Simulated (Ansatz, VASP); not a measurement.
# AlN in VASP and in Ansatz

```
Al N
1.0
     2.14491    2.14491    0.00000
    -2.14491    2.14491    0.00000
     0.00000    2.14491    2.23476
Al N
1 1
Direct
  0.00000 0.00000 0.00000
  0.25000 0.75000 0.50000
```

Change from the starting cell: in-plane strain -0.02, out-of-plane length and atoms relaxed by PAW.

Alike in both runs: functional PBEsol; k mesh 10 × 10 × 10; no spin polarisation.

Ansatz relaxed the structure, and its values are those at the end. VASP's run is a single point on that final structure, the one shown.

|  | VASP | Ansatz |
| --- | --- | --- |
| version | VASP 6.6.1 | Ansatz 0.2.0 |
| potentials or method | VASP PAW PBE potentials, release 64 (Al, N) | PAW with Ansatz's default frozen-core files, scalar-relativistic |
| plane-wave cutoff (eV) | 520 | 420 |
| occupations | gaussian, width 0.01 eV | fixed |
| valence electrons in the cell | 8 | 8 |

|  | VASP | Ansatz | Ansatz less VASP |
| --- | --- | --- | --- |
| pressure (GPa) | 4.0 | 4.0 | 0.00 |

Caveats: the PAW data sets were made with another functional, which shifts forces and pressure a little (VASP). A k mesh can miss the band edges.
